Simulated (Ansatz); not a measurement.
# W: changing the pressure

The cell as given:

```
W
1.0
    -1.58234    1.58234    1.58234
     1.58234   -1.58234    1.58234
     1.58234    1.58234   -1.58234
W
1
Direct
  0.00000 0.00000 0.00000
```

Kept alike: task relaxation of cell and atoms; functional PBEsol; k mesh 12 × 12 × 12; occupations fermi-dirac, width 0.05 eV; no spin polarisation. Program: Ansatz, all-electron LAPW, scalar-relativistic. The mesh is that of the run's cell of 1 atom. No spin-orbit coupling.

```csv
"pressure, P (GPa)",volume (Å³/atom)
0,15.698
5,?
10,15.235
20,14.830
30,14.470
```

The relaxations keep at least the cell's symmetry (Im-3m). For a metal such a mesh leaves the last digits unconverged. The runs follow the start's structure, whether or not it is the stable one at these pressures.

Q: Fit the rows shown and predict the run at 5 GPa.

A: Murnaghan's form V = V0 (1 + B′P/B0)^(-1/B′) through the rows shown has V0 = 15.6979, B0 = 316.3 GPa and B′ = 3.65 (largest miss 0.0003); at P = 5 it gives 15.458 Å³/atom. The run gave: volume 15.459 Å³/atom.
